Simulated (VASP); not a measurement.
# Ba8O7 (a cell with a defect) in VASP: notebook, part 3 of 3

VASP 6.6.1.

## 6. Single point, PBE

The input, INCAR:

```
PREC = Accurate
ENCUT = 520
EDIFF = 1E-6
ISMEAR = 1
SIGMA = 0.15
LREAL = Auto
LASPH = True
NELM = 80
ALGO = Normal
ISIF = 2
LWAVE = False
LCHARG = False
GGA = PE
NBANDS = 74
```

The input, KPOINTS:

```
regular mesh
0
Gamma
  2 2 2
```

The input, POSCAR:

```
Ba8O7
1.0
    0.0000000000      5.4592220000      5.4592220000
    5.4592220000      0.0000000000      5.4592220000
    5.4592220000      5.4592220000      0.0000000000
Ba O
8 7
Direct
    0.0020044981     -0.0038087845     -0.0027996663
    0.0017171861     -0.0038883746      0.5052162195
    0.0017952192      0.5041662530     -0.0027706329
   -0.0022228442      0.5002835569      0.5011109642
    0.4977997781      0.0002675290      0.0012614435
    0.4937907819     -0.0038385506      0.5051696927
    0.4940196607      0.5041159711     -0.0029487718
    0.4938762336      0.5041231150      0.5052174101
    0.2481132843      0.2506383694      0.2507905888
    0.2475735554      0.2503891580      0.7512949647
    0.2482536889      0.7499852543      0.2512438586
    0.2479106913      0.7503130483      0.7511122464
    0.7482935297      0.2500141046     -0.2489130319
    0.7476721958      0.7504595893      0.2513727231
    0.7481325178      0.7506207844      0.7508777808
```

Potentials or basis: VASP PAW PBE potentials, release 64 (Ba_sv, O).

On the command line:

```sh
> cat potpaw_PBE.64/Ba_sv/POTCAR potpaw_PBE.64/O/POTCAR > POTCAR
> mpirun -np 1 vasp_std > vasp.out
```

OUTCAR:

```text
PREC = Accurate
   ENCUT = 520
   EDIFF = 1E-6
   ISMEAR = 1
   LREAL = Auto
   LASPH = True
   NELM = 80
   ISIF = 2
   GGA = PE

 ion  position               nearest neighbor table
   1  0.002  0.996  0.997-  12 2.69  10 2.73  13 2.73  14 2.73  11 2.73   6 3.80   7 3.80   3 3.80
                             2 3.80   5 3.86   4 3.86   4 3.86   5 3.86   2 3.92   3 3.92   7 3.92
   2  0.002  0.996  0.505-  12 2.69  15 2.72  13 2.73  11 2.73   9 2.74   3 3.80   8 3.80   6 3.80
                             1 3.80   4 3.86   5 3.86   5 3.86   4 3.86   1 3.92   6 3.92   8 3.92
   3  0.002  0.504  0.997-  12 2.69  10 2.73   9 2.73  15 2.73  14 2.73   2 3.80   8 3.80   7 3.80
                             1 3.80   4 3.86   5 3.86   5 3.86   4 3.86   1 3.92   7 3.92   8 3.92
   4  0.998  0.500  0.501-  13 2.73  14 2.73   9 2.73  10 2.73  15 2.73  11 2.73   7 3.86   2 3.86
                             1 3.86   8 3.86   3 3.86   6 3.86   3 3.86   6 3.86   8 3.86   1 3.86
   5  0.498  0.000  0.001-  11 2.73   9 2.73  14 2.73  15 2.73  10 2.73  13 2.73   6 3.86   7 3.86
                             1 3.86   8 3.86   3 3.86   2 3.86   2 3.86   3 3.86   8 3.86   1 3.86
   6  0.494  0.996  0.505-  12 2.68  14 2.73  15 2.73   9 2.73  10 2.73   1 3.80   7 3.80   8 3.80
                             2 3.80   5 3.86   4 3.86   4 3.86   5 3.86   2 3.92   8 3.92   7 3.92
   7  0.494  0.504  0.997-  12 2.69   9 2.73  11 2.73  13 2.73  15 2.73   8 3.80   6 3.80   1 3.80
                             3 3.80   4 3.86   5 3.86   5 3.86   4 3.86   3 3.92   1 3.92   6 3.92
   8  0.494  0.504  0.505-  12 2.69  11 2.73  10 2.73  14 2.73  13 2.73   7 3.80   6 3.80   3 3.80
                             2 3.80   4 3.86   5 3.86   5 3.86   4 3.86   2 3.92   3 3.92   6 3.92
   9  0.248  0.251  0.251-   7 2.73   5 2.73   3 2.73   4 2.73   6 2.73   2 2.74
  10  0.248  0.250  0.751-   3 2.73   1 2.73   4 2.73   8 2.73   5 2.73   6 2.73
  11  0.248  0.750  0.251-   8 2.73   5 2.73   7 2.73   2 2.73   4 2.73   1 2.73
  12  0.248  0.750  0.751-   6 2.68   1 2.69   7 2.69   8 2.69   2 2.69   3 2.69
  13  0.748  0.250  0.751-   4 2.73   2 2.73   1 2.73   7 2.73   5 2.73   8 2.73
  14  0.748  0.750  0.251-   6 2.73   4 2.73   5 2.73   1 2.73   8 2.73   3 2.73
  15  0.748  0.751  0.751-   2 2.72   5 2.73   3 2.73   4 2.73   6 2.73   7 2.73

  LATTYP: Found a face centered cubic cell.
 ALAT       =    10.9184440000

  Lattice vectors:

 A1 = (   0.0000000000,   5.4592220000,   5.4592220000)
 A2 = (   5.4592220000,   0.0000000000,   5.4592220000)
 A3 = (   5.4592220000,   5.4592220000,   0.0000000000)

Analysis of symmetry for initial positions (statically):
=====================================================================
 Subroutine PRICEL returns:
 Original cell was already a primitive cell.

 Routine SETGRP: Setting up the symmetry group for a
 face centered cubic supercell.

 Subroutine GETGRP returns: Found  1 space group operations
 (whereof  1 operations were pure point group operations)
 out of a pool of 48 trial point group operations.

The static configuration has the point symmetry C_1 .

Analysis of symmetry for dynamics (positions and initial velocities):
=====================================================================
 Subroutine PRICEL returns:
 Original cell was already a primitive cell.

 Routine SETGRP: Setting up the symmetry group for a
 face centered cubic supercell.

 Subroutine GETGRP returns: Found  1 space group operations
 (whereof  1 operations were pure point group operations)
 out of a pool of 48 trial point group operations.

The dynamic configuration has the point symmetry C_1 .

 Subroutine INISYM returns: Found  1 space group operations
 (whereof  1 operations are pure point group operations),
 and found     1 'primitive' translations
[... 103 lines left out ...]
   NELM   =     80;   NELMIN=  2; NELMDL= -5     # of ELM steps
   EDIFF  = 0.1E-05   stopping-criterion for ELM
   LREAL  =      T    real-space projection
   EDIFFG = 0.1E-04   stopping-criterion for IOM
   NSW    =      0    number of steps for IOM
   IBRION =     -1    ionic relax: 0-MD 1-quasi-New 2-CG
   NFREE  =      0    steps in history (QN), initial steepest desc. (CG)
   ISIF   =      2    stress and relaxation
   ISYM   =      2    0-nonsym 1-usesym 2-fastsym
   POTIM  = 0.5000    time-step for ionic-motion
   TEBEG  =    0.0;   TEEND  =   0.0 temperature during run
   PSTRESS=    0.0 pullay stress
   NELECT =     122.0000    total number of electrons
   NUPDOWN=      -1.0000    fix difference up-down
   EMIN   =  10.00;   EMAX   =-10.00  energy-range for DOS
   EFERMI =   0.00;   METHOD = LEGACY
   ISMEAR =     1;   SIGMA  =   0.15  broadening in eV -4-tet -1-fermi 0-gaus
   EFERMI_NEDOS =   21; number of points for ismear=-14 and -15
   IALGO  =     38    algorithm
   IMIX   =      4    mixing-type and parameters
     AMIX     =   0.40;   BMIX     =  1.00
     AMIX_MAG =   1.60;   BMIX_MAG =  1.00
  volume/ion in A,a.u.               =      21.69       146.40
  Fermi-wavevector in a.u.,A,eV,Ry     =   1.180467  2.230760 18.959765  1.393503
  Thomas-Fermi vector in A             =   2.316759
   LORBIT       =      0    0 simple, 1 ext, 2 COOP (PROOUT), +10 PAW based schemes
   GGA     = PE    functional components
   LHFCALC =     F    Hartree Fock is set to
   AEXX    =    0.0000 exact exchange contribution
   IVDW    =     0    specifies the selected vdW correction
   LEPSILON=     F    determine dielectric tensor
   LRPA    =     F    only Hartree local field effects (RPA)
 non-spin polarized calculation
 Methfessel and Paxton  Order N= 1 SIGMA  =   0.15
  energy-cutoff  :      520.00
  volume of cell :      325.40
 maximum number of plane-waves:      8801
 NGX is ok and might be reduce to    60
   NGX = 29   NGY = 29   NGZ = 29

 number of electron     121.9999981 magnetization

 Free energy of the ion-electron system (eV)
  ---------------------------------------------------
  ext. energy  EPLUGINS =         0.00000000
  ---------------------------------------------------
  free energy    TOTEN  =       -83.27890956 eV

  energy without entropy =      -83.27641216  energy(sigma->0) =      -83.27807709

 E-fermi :   4.6051     XC(G=0):  -9.7330

 val. band max:        4.1026770350   @ k =   0.5000   0.0000   0.5000
 cond. band min:       4.6413471667   @ k =   0.0000   0.0000   0.5000
 fundamental gap:      0.5386701317
 Fermi energy:         4.6050979009

 k-point     1 :       0.0000    0.0000    0.0000
  band No.  band energies     occupation
      1     -23.9397      2.00000
      2     -23.6877      2.00000
      3     -23.6876      2.00000
      4     -23.6875      2.00000
      5     -23.6061      2.00000
      6     -23.6060      2.00000
[... 597 lines left out ...]
     72       7.1420     -0.00000
     73       7.1423     -0.00000
 [bands above 73 left out]

------------------------ aborting loop because EDIFF is reached ----------------------------------------

  FORCE on cell =-STRESS in cart. coord.  units (eV):
  Direction    XX          YY          ZZ          XY          YZ          ZX
  --------------------------------------------------------------------------------------
  -------------------------------------------------------------------------------------
  Total       13.6389586     13.6337250     13.6428164     -0.0029130      0.0018549     -0.0067031
  in kB       67.1536361     67.1278674     67.1726304     -0.0143426      0.0091327     -0.0330036
  external PRESSURE =      67.1513780 kB  Pullay stress =       0.0000000 kB

 VOLUME and BASIS-vectors are now :
 -----------------------------------------------------------------------------
  energy-cutoff  :      520.00
  volume of cell :      325.40
      direct lattice vectors                 reciprocal lattice vectors
     0.000000000  5.459222000  5.459222000    -0.091588142  0.091588142  0.091588142
     5.459222000  0.000000000  5.459222000     0.091588142 -0.091588142  0.091588142
     5.459222000  5.459222000  0.000000000     0.091588142  0.091588142 -0.091588142

 POSITION                                       TOTAL-FORCE (eV/Angst)
 -----------------------------------------------------------------------------------
     10.88237      5.45488      5.44937         0.078405     -0.002514     -0.004732
      8.19608      2.76746      5.44737         0.001993     -0.076063      0.007865
      8.19645      5.45390      2.76216         0.004458     -0.002080     -0.073752
      5.46684      8.18276      8.17825        -0.002485      0.004561      0.002350
      0.00835      2.72449      2.71906        -0.002508      0.000867      0.001073
      8.19610      5.45355      8.13398         0.006279     -0.002649      0.083683
      8.19521      8.14009      5.44904         0.005123      0.080033      0.001493
      5.51021      5.45427      5.44830        -0.078821     -0.002106     -0.003016
      2.73741      2.72363      2.72280        -0.002005      0.001194     -0.006530
      5.46842      5.45305      2.71849        -0.002933      0.005648      0.003241
      5.46593      2.72687      5.44961        -0.000455     -0.005322      0.000072
      8.19661      5.45389      5.44953        -0.001625      0.001950     -0.000430
      5.46523      8.18545      5.44998         0.002946     -0.003204     -0.003357
      5.46923      5.45401      8.17863        -0.006551     -0.000131      0.000006
      8.19701      8.18343      8.18203        -0.001821     -0.000184     -0.007966
 -----------------------------------------------------------------------------------
    total drift:                               -0.010762      0.005260      0.012988

  FREE ENERGIE OF THE ION-ELECTRON SYSTEM (eV)
  ---------------------------------------------------
  free  energy   TOTEN  =       -83.2789095575 eV

  energy  without entropy=      -83.2764121604  energy(sigma->0) =      -83.27807709
```

Wall time 4.5 min (1 thread of Intel Xeon Platinum 8488C (Sapphire Rapids), shared host); peak memory 0.54 GiB.

What came out:

- Free energy: -83.2789 eV
- Pressure: 6.7 GPa
- Largest force: 0.084 eV/Å
- Band gap on the k mesh: none (metal or under the smearing width)

Forces on the atoms (eV/Å):
```
Ba   0.078 -0.003 -0.005
Ba   0.002 -0.076  0.008
Ba   0.004 -0.002 -0.074
Ba  -0.002  0.005  0.002
Ba  -0.003  0.001  0.001
Ba   0.006 -0.003  0.084
Ba   0.005  0.080  0.001
Ba  -0.079 -0.002 -0.003
O   -0.002  0.001 -0.007
O   -0.003  0.006  0.003
O    0.000 -0.005  0.000
O   -0.002  0.002  0.000
O    0.003 -0.003 -0.003
O   -0.007  0.000  0.000
O   -0.002  0.000 -0.008
```

Levels at points of the mesh, in eV from the Fermi level:
```csv
k point,band 58,band 59,band 60,band 61,band 62,band 63
"(0.00, 0.00, 0.00)",-2.51,-2.51,-2.51,-0.97,-0.80,-0.80
"(0.50, 0.00, 0.00)",-3.33,-3.32,-3.32,0.04,0.19,0.63
"(0.00, 0.50, 0.00)",-3.33,-3.32,-3.32,0.04,0.19,0.63
"(0.00, 0.00, 0.50)",-3.33,-3.32,-3.32,0.04,0.19,0.63
"(0.50, 0.50, 0.50)",-3.33,-3.32,-3.32,0.04,0.19,0.63
"(0.50, 0.50, 0.00)",-2.81,-2.69,-2.69,-0.50,0.14,0.37
"(0.00, 0.50, 0.50)",-2.81,-2.69,-2.69,-0.50,0.14,0.37
"(0.50, 0.00, 0.50)",-2.81,-2.69,-2.69,-0.50,0.14,0.37
```

Caveat: the k mesh is coarse (spacing up to 0.50 Å⁻¹), so the values aren't converged. The run has no spin-orbit coupling, so splittings on Ba are missing.
